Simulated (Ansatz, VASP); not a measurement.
One calculation of WC, two programs

INCAR

```
PREC = Accurate
ENCUT = 520
EDIFF = 1E-6
ISMEAR = -1
SIGMA = 0.1
LREAL = F
LASPH = T
NELM = 80
ALGO = Normal
ISIF = 2
LWAVE = F
LCHARG = F
NBANDS = 16
```

The input KPOINTS:

```
regular mesh
0
Gamma
  11 11 11
```

File POSCAR:

```
WC
1.0
    0.0000000000      2.1926840000      2.1926840000
    2.1926840000      0.0000000000      2.1926840000
    2.1926840000      2.1926840000      0.0000000000
W C
1 1
Direct
    0.0000000000      0.0000000000      0.0000000000
    0.5000000000      0.5000000000      0.5000000000
```

Input for Ansatz:

```yaml
crystal:
  lattice:
    - [0.0, 2.192684, 2.192684]
    - [2.192684, 0.0, 2.192684]
    - [2.192684, 2.192684, 0.0]
  atoms:
    - { symbol: W, position: [0.0, 0.0, 0.0] }
    - { symbol: C, position: [0.5, 0.5, 0.5] }
basis:
  ecutwfc: 550.0
kpoints:
  mp_grid:
    grid: [11, 11, 11]
hamiltonian:
  xc: lda
scf:
  occupations:
    method: fermi_dirac
output:
  stress: true
```

Measurements of this composition are mostly on another form, of space group No. 187.

Alike in both runs: task single point; functional LDA; k mesh 11 × 11 × 11; no spin polarisation.

|  | VASP | Ansatz |
| --- | --- | --- |
| version | VASP 6.6.1 | Ansatz 0.2.0 |
| potentials or method | VASP PAW LDA potentials, release 64 (W_sv, C) | plane waves, PAW |
| plane-wave cutoff (eV) | 520 | 550 |
| occupations | fermi-dirac, width 0.1 eV | fermi-dirac |
| valence electrons in the cell | 18 | 18 |

Ansatz gave:

- pressure (GPa): -15.7

Q: Which values does VASP return?

A: Pressure (GPa): -13.6.

Spin-orbit coupling is left out, which matters for the levels of W.
